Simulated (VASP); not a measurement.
# Rb (Fm-3m) in VASP: notebook

One crystal, Rb, is run at these levels: r2SCAN; tasks: single point.

Everything below comes from runs of VASP 6.6.1. Logs are shortened: lines on timing, memory, paths and dates and some standing lists are left out, and cuts for length are marked.

## 1. The crystal as given

Symmetry: Fm-3m, No. 225, cubic system. Conventional cell: a = 7.280 Å, b = 7.280 Å, c = 7.280 Å, α = 90.00°, β = 90.00°, γ = 90.00°.

This isn't the form of Rb at room conditions, which is bcc.

## 2. Single point, r2SCAN

File INCAR:

```
  PREC = Accurate
  ENCUT = 550
  EDIFF = 1E-6
  ISMEAR = -1
  SIGMA = 0.15
  LREAL = F
  LASPH = T
  NELM = 100
  ALGO = Normal
  ISIF = 2
  LWAVE = F
  LCHARG = F
  METAGGA = R2SCAN
  LMIXTAU = T
  ADDGRID = F
```

File KPOINTS:

```
Automatic mesh
0
Gamma
  3 3 3
```

File POSCAR:

```
Rb
1.0
    0.0000000000      3.6398846700      3.6398846700
    3.6398846700      0.0000000000      3.6398846700
    3.6398846700      3.6398846700      0.0000000000
Rb
1
Direct
    0.0000000000      0.0000000000      0.0000000000
```

Potentials or basis: VASP PAW PBE potentials, release 64 (Rb_sv).

Run with:

```
$ cat potpaw_PBE.64/Rb_sv/POTCAR > POTCAR
$ mpirun -np 1 vasp_std > vasp.out
```

OUTCAR:

```text
PREC = Accurate
   ENCUT = 550
   EDIFF = 1E-6
   ISMEAR = -1
   LREAL = F
   LASPH = T
   NELM = 100
   ISIF = 2
   METAGGA = R2SCAN

 Found      4 irreducible k-points:

 Following reciprocal coordinates:
            Coordinates               Weight
  0.000000  0.000000  0.000000      1.000000
  0.333333  0.000000  0.000000      8.000000
  0.333333  0.333333  0.000000      6.000000
 -0.333333  0.333333  0.000000     12.000000
   k-points           NKPTS =      4   k-points in BZ     NKDIM =      4   number of bands    NBANDS=      8
   number of dos      NEDOS =    301   number of ions     NIONS =      1
   total plane-waves  NPLWV =  64000
   dimension x,y,z NGX =    40 NGY =   40 NGZ =   40
   dimension x,y,z NGXF=    80 NGYF=   80 NGZF=   80
   ions per type =               1
   NGX,Y,Z   is equivalent  to a cutoff of  12.92, 12.92, 12.92 a.u.
   NGXF,Y,Z  is equivalent  to a cutoff of  25.84, 25.84, 25.84 a.u.
 SYSTEM =  unknown system
   PREC   = accura    normal or accurate (medium, high low for compatibility)
   ISTART =      0    job   : 0-new  1-cont  2-samecut
   ICHARG =      2    charge: 1-file 2-atom 10-const
   ISPIN  =      1    spin polarized calculation?
   LNONCOLLINEAR =      F non collinear calculations
   LSORBIT =      F    spin-orbit coupling
   LASPH  =      T    aspherical Exc in radial PAW
   ENCUT  =  550.0 eV  40.42 Ry    6.36 a.u.   9.84  9.84  9.84*2*pi/ulx,y,z
   NELM   =    100;   NELMIN=  2; NELMDL= -5     # of ELM steps
   EDIFF  = 0.1E-05   stopping-criterion for ELM
   LREAL  =      F    real-space projection
   EDIFFG = 0.1E-04   stopping-criterion for IOM
   NSW    =      0    number of steps for IOM
   IBRION =     -1    ionic relax: 0-MD 1-quasi-New 2-CG
   NFREE  =      0    steps in history (QN), initial steepest desc. (CG)
   ISIF   =      2    stress and relaxation
   ISYM   =      2    0-nonsym 1-usesym 2-fastsym
   POTIM  = 0.5000    time-step for ionic-motion
   TEBEG  =    0.0;   TEEND  =   0.0 temperature during run
   PSTRESS=    0.0 pullay stress
   NELECT =       9.0000    total number of electrons
   NUPDOWN=      -1.0000    fix difference up-down
   EMIN   =  10.00;   EMAX   =-10.00  energy-range for DOS
   EFERMI =   0.00;   METHOD = LEGACY
   ISMEAR =    -1;   SIGMA  =   0.15  broadening in eV -4-tet -1-fermi 0-gaus
   EFERMI_NEDOS =   21; number of points for ismear=-14 and -15
   IALGO  =     38    algorithm
   IMIX   =      4    mixing-type and parameters
     AMIX     =   0.40;   BMIX     =  1.00
     AMIX_MAG =   1.60;   BMIX_MAG =  1.00
  volume/ion in A,a.u.               =      96.45       650.86
  Fermi-wavevector in a.u.,A,eV,Ry     =   0.742548  1.403213  7.501953  0.551378
  Thomas-Fermi vector in A             =   1.837453
   LORBIT       =      0    0 simple, 1 ext, 2 COOP (PROOUT), +10 PAW based schemes
   METAGGA = R2SCAN    functional components
   LHFCALC =     F    Hartree Fock is set to
   AEXX    =    0.0000 exact exchange contribution
   IVDW    =     0    specifies the selected vdW correction
   LEPSILON=     F    determine dielectric tensor
   LRPA    =     F    only Hartree local field effects (RPA)
 non-spin polarized calculation
  energy-cutoff  :      550.00
  volume of cell :       96.45
 maximum number of plane-waves:      2838
   NGX = 19   NGY = 19   NGZ = 19

 number of electron       9.0000000 magnetization

 Free energy of the ion-electron system (eV)
  ---------------------------------------------------
  ext. energy  EPLUGINS =         0.00000000
  ---------------------------------------------------
  free energy    TOTEN  =       -14.02044734 eV

  energy without entropy =      -13.97398696  energy(sigma->0) =      -13.99721715

 E-fermi :  -0.3604     XC(G=0):  -5.5848

 val. band max:       -0.5519908049   @ k =   0.3333   0.3333   0.0000
 cond. band min:       0.6880063660   @ k =  -0.3333   0.3333   0.0000
 fundamental gap:      1.2399971709
 Fermi energy:        -0.3604478871

 k-point     1 :       0.0000    0.0000    0.0000
  band No.  band energies     occupation
      1     -30.1656      2.00000
      2     -13.6596      2.00000
      3     -13.6596      2.00000
      4     -13.6596      2.00000
      5      -2.0808      1.99998
      6       3.8951      0.00000
      7       3.8951      0.00000
      8       3.8951      0.00000

 k-point     2 :       0.3333    0.0000    0.0000
  band No.  band energies     occupation
      1     -30.1632      2.00000
      2     -13.7200      2.00000
      3     -13.6677      2.00000
      4     -13.6677      2.00000
      5      -0.9079      1.94932
      6       1.7382      0.00000
      7       3.8102      0.00000
      8       3.8102      0.00000

 k-point     3 :       0.3333    0.3333    0.0000
  band No.  band energies     occupation
      1     -30.1624      2.00000
      2     -13.7169      2.00000
      3     -13.6813      2.00000
      4     -13.6813      2.00000
      5      -0.5520      1.56386
      6       2.2603      0.00000
      7       2.4940      0.00000
      8       4.2773      0.00000

 k-point     4 :      -0.3333    0.3333    0.0000
  band No.  band energies     occupation
      1     -30.1616      2.00000
      2     -13.7134      2.00000
      3     -13.7128      2.00000
      4     -13.6786      2.00000
      5       0.6880      0.00184
      6       1.5308      0.00001
      7       1.5358      0.00001
      8       4.0823      0.00000

------------------------ aborting loop because EDIFF is reached ----------------------------------------

  FORCE on cell =-STRESS in cart. coord.  units (eV):
  Direction    XX          YY          ZZ          XY          YZ          ZX
  --------------------------------------------------------------------------------------
  -------------------------------------------------------------------------------------
  Total       -0.0511884     -0.0511884     -0.0511884      0.0000000     -0.0000000      0.0000000
  in kB       -0.8503333     -0.8503333     -0.8503333      0.0000000     -0.0000000      0.0000000
  external PRESSURE =      -0.8503333 kB  Pullay stress =       0.0000000 kB

 VOLUME and BASIS-vectors are now :
 -----------------------------------------------------------------------------
  energy-cutoff  :      550.00
  volume of cell :       96.45
      direct lattice vectors                 reciprocal lattice vectors
     0.000000000  3.639884670  3.639884670    -0.137366990  0.137366990  0.137366990
     3.639884670  0.000000000  3.639884670     0.137366990 -0.137366990  0.137366990
     3.639884670  3.639884670  0.000000000     0.137366990  0.137366990 -0.137366990

 POSITION                                       TOTAL-FORCE (eV/Angst)
 -----------------------------------------------------------------------------------
      0.00000      0.00000      0.00000        -0.000000      0.000000      0.000000
 -----------------------------------------------------------------------------------
    total drift:                               -0.000000     -0.000000     -0.000000

  FREE ENERGIE OF THE ION-ELECTRON SYSTEM (eV)
  ---------------------------------------------------
  free  energy   TOTEN  =       -14.0204473421 eV

  energy  without entropy=      -13.9739869614  energy(sigma->0) =      -13.99721715
```

It took 36 s on 1 thread of Intel Xeon 6975P-C (Granite Rapids), shared host; peak memory 0.25 GiB.

These settings aren't checked as converged: the numbers below hold their error.

What came out:

```yaml
Free_energy: -14.0204 eV
Pressure: -0.1 GPa
Band_gap_on_the_k_mesh: none (metal or under the smearing width)
```

Caveat: the k mesh is coarse (spacing up to 0.50 Å⁻¹), so the values aren't converged; the PAW data sets were made with another functional, which shifts forces and pressure a little.

## 3. Single point, r2SCAN

INCAR is that of step 2.

KPOINTS is that of step 2.

File POSCAR:

```
Rb
1.0
    0.0790870000      3.6559800000      3.6130310000
    3.6559400000      0.0406780000      3.6514400000
    3.6810400000      3.7194890000      0.0155780000
Rb
1
Direct
   -0.0191540000      0.0033960000      0.0084760000
```

Potentials or basis: VASP PAW PBE potentials, release 64 (Rb_sv).

Run with:

```
$ cat potpaw_PBE.64/Rb_sv/POTCAR > POTCAR
$ mpirun -np 1 vasp_std > vasp.out
```

Run time: 69 s. Hardware: 1 thread of Intel Xeon 6975P-C (Granite Rapids), shared host; peak memory 0.25 GiB.

The run converged, but some of its settings lie outside the range that counts as converged, so its numbers aren't taken as properties of the crystal.

What came out:

```
Free energy            : -14.0195 eV
Pressure               : -0.1 GPa
Band gap on the k mesh : none (metal or under the smearing width)
```

Caveat: the k mesh is coarse (spacing up to 0.51 Å⁻¹), so the values aren't converged; the PAW data sets were made with another functional, which shifts forces and pressure a little.

## 4. Single point, r2SCAN

INCAR, as its differences from that of step 3:

```diff
@@ -1,3 +1,3 @@
   PREC = Accurate
-  ENCUT = 550
+  ENCUT = 350
   EDIFF = 1E-6
```

File KPOINTS:

```
Automatic mesh
0
Gamma
  4 4 4
```

File POSCAR:

```
Rb
1.0
    0.0000000000      3.6398846700      3.6398846700
    3.6398846700      0.0000000000      3.6398846700
    3.6398846700      3.6398846700      0.0000000000
Rb
1
Direct
    0.0000000000      0.0000000000      0.0000000000
```

Potentials or basis: VASP PAW PBE potentials, release 64 (Rb_sv).

Run with:

```
$ cat potpaw_PBE.64/Rb_sv/POTCAR > POTCAR
$ mpirun -np 1 vasp_std > vasp.out
```

OUTCAR:

```text
PREC = Accurate
   ENCUT = 350
   EDIFF = 1E-6
   ISMEAR = -1
   LREAL = F
   LASPH = T
   NELM = 100
   ISIF = 2
   METAGGA = R2SCAN

 Found      8 irreducible k-points:

 Following reciprocal coordinates:
            Coordinates               Weight
  0.000000  0.000000  0.000000      1.000000
  0.250000  0.000000  0.000000      8.000000
  0.500000  0.000000  0.000000      4.000000
  0.250000  0.250000  0.000000      6.000000
  0.500000  0.250000  0.000000     24.000000
[... 138 lines left out ...]
      8       4.0549      0.00000

 [... further k-points ...]

------------------------ aborting loop because EDIFF is reached ----------------------------------------

  FORCE on cell =-STRESS in cart. coord.  units (eV):
  Direction    XX          YY          ZZ          XY          YZ          ZX
  --------------------------------------------------------------------------------------
  -------------------------------------------------------------------------------------
  Total        0.0165404      0.0165404      0.0165404      0.0000000     -0.0000000      0.0000000
  in kB        0.2747661      0.2747661      0.2747661      0.0000000     -0.0000000      0.0000000
  external PRESSURE =       0.2747661 kB  Pullay stress =       0.0000000 kB

 VOLUME and BASIS-vectors are now :
 -----------------------------------------------------------------------------
  energy-cutoff  :      350.00
  volume of cell :       96.45
      direct lattice vectors                 reciprocal lattice vectors
     0.000000000  3.639884670  3.639884670    -0.137366990  0.137366990  0.137366990
     3.639884670  0.000000000  3.639884670     0.137366990 -0.137366990  0.137366990
     3.639884670  3.639884670  0.000000000     0.137366990  0.137366990 -0.137366990

 POSITION                                       TOTAL-FORCE (eV/Angst)
 -----------------------------------------------------------------------------------
      0.00000      0.00000      0.00000         0.000000      0.000000      0.000000
 -----------------------------------------------------------------------------------
    total drift:                                0.000000      0.000000      0.000000

  FREE ENERGIE OF THE ION-ELECTRON SYSTEM (eV)
  ---------------------------------------------------
  free  energy   TOTEN  =       -13.9197660359 eV

  energy  without entropy=      -13.8313684460  energy(sigma->0) =      -13.87556724
```

OSZICAR:

```text
N       E                     dE             d eps       ncg     rms          rms(c)
DAV:   1     0.200865780226E+02    0.20087E+02   -0.29074E+03   128   0.629E+02
DAV:   2    -0.148709235900E+02   -0.34958E+02   -0.34383E+02   128   0.133E+02
DAV:   3    -0.169674596355E+02   -0.20965E+01   -0.20905E+01   192   0.342E+01
[... 32 lines left out ...]
DAV:  36    -0.139197701159E+02    0.39721E-05   -0.20842E-05   128   0.364E-02    0.429E-03
DAV:  37    -0.139197661860E+02    0.39299E-05   -0.10292E-05   128   0.374E-02    0.290E-03
DAV:  38    -0.139197645386E+02    0.16474E-05   -0.31018E-06   128   0.171E-02    0.228E-03
DAV:  39    -0.139197660225E+02   -0.14839E-05   -0.19345E-06   128   0.170E-02    0.162E-03
DAV:  40    -0.139197660359E+02   -0.13436E-07   -0.55092E-07   128   0.841E-03
   1 F= -.13919766E+02 E0= -.13875567E+02  d E =-.883976E-01
```

stdout:

```text
POSCAR found type information on POSCAR Rb
 POSCAR found :  1 types and       1 ions
 scaLAPACK will be used
 -----------------------------------------------------------------------------
|                                                                             |
|                                                                             |
|     You enforced a specific xc type in the INCAR file but a different       |
|     I HOPE YOU KNOW WHAT YOU ARE DOING!                                     |
|                                                                             |
 -----------------------------------------------------------------------------

 LDA part: xc-table for (None), standard interpolation
 POSCAR, INCAR and KPOINTS ok, starting setup
 FFT: planning ... GRIDC
 FFT: planning ... GRID_SOFT
 FFT: planning ... GRID
 WAVECAR not read
 entering main loop
```

It took 22 s on 1 thread of Intel Xeon 6975P-C (Granite Rapids), shared host; peak memory 0.18 GiB.

The run converged, but some of its settings lie outside the range that counts as converged, so its numbers aren't taken as properties of the crystal.

Results:

```
Free energy            : -13.9198 eV
Pressure               : 0.0 GPa
Band gap on the k mesh : none (metal or under the smearing width)
```

Caveat: the k mesh is coarse (spacing up to 0.37 Å⁻¹), so the values aren't converged; the PAW data sets were made with another functional, which shifts forces and pressure a little.

## 5. Single point, r2SCAN

INCAR is that of step 4.

KPOINTS is that of step 4.

File POSCAR:

```
Rb
1.0
    0.0790870000      3.6559800000      3.6130310000
    3.6559400000      0.0406780000      3.6514400000
    3.6810400000      3.7194890000      0.0155780000
Rb
1
Direct
   -0.0191540000      0.0033960000      0.0084760000
```

Potentials or basis: VASP PAW PBE potentials, release 64 (Rb_sv).

Run with:

```
$ cat potpaw_PBE.64/Rb_sv/POTCAR > POTCAR
$ mpirun -np 1 vasp_std > vasp.out
```

OUTCAR:

```text
PREC = Accurate
   ENCUT = 350
   EDIFF = 1E-6
   ISMEAR = -1
   LREAL = F
   LASPH = T
   NELM = 100
   ISIF = 2
   METAGGA = R2SCAN

 Found     36 irreducible k-points:

 Following reciprocal coordinates:
            Coordinates               Weight
  0.000000  0.000000  0.000000      1.000000
  0.250000  0.000000  0.000000      2.000000
  0.500000  0.000000  0.000000      1.000000
  0.000000  0.250000 -0.000000      2.000000
  0.250000  0.250000  0.000000      2.000000
[... 138 lines left out ...]
      8       3.8930      0.00000

 [... further k-points ...]

------------------------ aborting loop because EDIFF is reached ----------------------------------------

  FORCE on cell =-STRESS in cart. coord.  units (eV):
  Direction    XX          YY          ZZ          XY          YZ          ZX
  --------------------------------------------------------------------------------------
  -------------------------------------------------------------------------------------
  Total        0.0146593      0.0212668      0.0130337     -0.0227012      0.0047520     -0.0122534
  in kB        0.2435185      0.3532811      0.2165142     -0.3771089      0.0789400     -0.2035513
  external PRESSURE =       0.2711046 kB  Pullay stress =       0.0000000 kB

 VOLUME and BASIS-vectors are now :
 -----------------------------------------------------------------------------
  energy-cutoff  :      350.00
  volume of cell :       96.45
      direct lattice vectors                 reciprocal lattice vectors
     0.079087000  3.655980000  3.613031000    -0.140810279  0.138770703  0.139437870
     3.655940000  0.040678000  3.651440000     0.138745112 -0.137882505  0.136484505
     3.681040000  3.719489000  0.015578000     0.136888613  0.133960839 -0.138549672

 POSITION                                       TOTAL-FORCE (eV/Angst)
 -----------------------------------------------------------------------------------
      0.12119      3.61762      3.55636         0.000000      0.000000     -0.000000
 -----------------------------------------------------------------------------------
    total drift:                               -0.000001      0.000001     -0.000000

  FREE ENERGIE OF THE ION-ELECTRON SYSTEM (eV)
  ---------------------------------------------------
  free  energy   TOTEN  =       -13.9193650173 eV

  energy  without entropy=      -13.8311388937  energy(sigma->0) =      -13.87525196
```

stdout:

```text
POSCAR found type information on POSCAR Rb
 POSCAR found :  1 types and       1 ions
 scaLAPACK will be used
 -----------------------------------------------------------------------------
|                                                                             |
|                                                                             |
|     You enforced a specific xc type in the INCAR file but a different       |
|     I HOPE YOU KNOW WHAT YOU ARE DOING!                                     |
|                                                                             |
 -----------------------------------------------------------------------------

 LDA part: xc-table for (None), standard interpolation
 POSCAR, INCAR and KPOINTS ok, starting setup
 FFT: planning ... GRIDC
 FFT: planning ... GRID_SOFT
 FFT: planning ... GRID
 WAVECAR not read
 entering main loop
```

It took 66 s on 1 thread of Intel Xeon 6975P-C (Granite Rapids), shared host; peak memory 0.18 GiB.

The run converged, but some of its settings lie outside the range that counts as converged, so its numbers aren't taken as properties of the crystal.

Results:

| Item | Value |
| --- | --- |
| Free energy | -13.9194 eV |
| Pressure | 0.0 GPa |
| Band gap on the k mesh | none (metal or under the smearing width) |

Caveat: the k mesh is coarse (spacing up to 0.38 Å⁻¹), so the values aren't converged; the PAW data sets were made with another functional, which shifts forces and pressure a little.

## 6. Single point, r2SCAN

INCAR, as its differences from that of step 5:

```diff
@@ -1,3 +1,3 @@
   PREC = Accurate
-  ENCUT = 350
+  ENCUT = 700
   EDIFF = 1E-6
```

File KPOINTS:

```
Automatic mesh
0
Gamma
  3 3 3
```

File POSCAR:

```
Rb
1.0
    0.0000000000      3.6398846700      3.6398846700
    3.6398846700      0.0000000000      3.6398846700
    3.6398846700      3.6398846700      0.0000000000
Rb
1
Direct
    0.0000000000      0.0000000000      0.0000000000
```

Potentials or basis: VASP PAW PBE potentials, release 64 (Rb_sv).

Run with:

```
$ cat potpaw_PBE.64/Rb_sv/POTCAR > POTCAR
$ mpirun -np 1 vasp_std > vasp.out
```

Run time: 44 s. Hardware: 1 thread of Intel Xeon 6975P-C (Granite Rapids), shared host; peak memory 0.34 GiB.

The run converged, but some of its settings lie outside the range that counts as converged, so its numbers aren't taken as properties of the crystal.

Results:

```
Free energy            : -14.0203 eV
Pressure               : -0.1 GPa
Band gap on the k mesh : none (metal or under the smearing width)
```

Caveat: the k mesh is coarse (spacing up to 0.50 Å⁻¹), so the values aren't converged; the PAW data sets were made with another functional, which shifts forces and pressure a little.
